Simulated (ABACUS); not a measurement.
**BaTiO3 in ABACUS: the effect of pseudo set**

BaTiO3:

```
Ba Ti O
1.0
     3.75276    0.00000    0.00000
    -0.63239    4.48133    0.00000
     0.63945   -0.14515    3.73641
Ba Ti O
1 1 3
Direct
  0.00364 0.99727 0.99850
  0.50025 0.51161 0.51018
  0.99835 0.49282 0.49504
  0.49991 0.50154 0.99454
  0.49786 0.99299 0.49796
```

Alike in all runs:

```yaml
Program: ABACUS 3.10.1
Task: single point
Functional: PBE
Basis: plane waves
k_mesh: 5 × 4 × 5
Occupations: fermi-dirac, width 0.05 eV
Spin: no spin polarisation
```

```tsv
pseudo set	cutoff	gap on the mesh (eV)	pressure (GPa)
Ansatz NC PBE	1252 eV	0.61	17.2
GBRV ultrasoft 1.5 PBE	544 eV	?	?
PseudoDojo NC SR 0.4.1 PBE standard	1143 eV	0.59	17.9
PseudoDojo NC SR 0.5 PBE standard	1143 eV	0.63	16.8
PseudoDojo NC SR 0.5 PBE stringent	1252 eV	0.62	16.9
SG15 ONCV 1.2 PBE	1143 eV	0.63	17.3
SPMS ONCV 1.0 PBE	1143 eV	0.63	17.0
```

Task: What does the run with pseudo set GBRV ultrasoft 1.5 PBE give?

Result: gap on the mesh 0.60 eV; pressure 18.9 GPa.

Caveats: spin-orbit coupling is left out, which moves the levels of the heavy elements; an odd mesh through Γ misses points on the zone boundary, where band edges often lie; there are fewer bands than atomic start orbitals, so a level may be missed at k points of high symmetry (some runs); this release of the barium file is off (some runs).
